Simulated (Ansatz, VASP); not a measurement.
## One calculation of NaI, two programs

```
Na I
1.0
     0.00000    3.23640    3.23640
     3.23640    0.00000    3.23640
     3.23640    3.23640    0.00000
Na I
1 1
Direct
  0.00000 0.00000 0.00000
  0.53090 0.53090 0.46910
```

Alike in both runs: task single point; functional PBE; k mesh 8 × 8 × 8; occupations fermi-dirac, width 0.02 eV; no spin polarisation.

|  | VASP | Ansatz |
| --- | --- | --- |
| version | VASP 6.6.1 | Ansatz 0.2.0 |
| potentials or method | VASP PAW PBE potentials, release 64 (Na_pv, I), cutoff 520 eV | all-electron LAPW, scalar-relativistic |

VASP gave:

- gap on the k mesh at the Fermi level (eV): 3.65
- pressure (GPa): 0.7
- largest component of the traceless stress (GPa): 0.52
- rms of the force components (eV/Å): 0.120

Problem. Which values does Ansatz return?

Solution. gap on the k mesh at the Fermi level (eV): 3.65; pressure (GPa): 0.6; largest component of the traceless stress (GPa): 0.51; rms of the force components (eV/Å): 0.119.

Atom by atom the forces differ by 0.001 eV/Å (rms over components). Ansatz ran all-electron here, so the differences hold the error of VASP's frozen core and of both bases.

Caveats: spin-orbit coupling is left out, which moves the levels of the heavy elements.
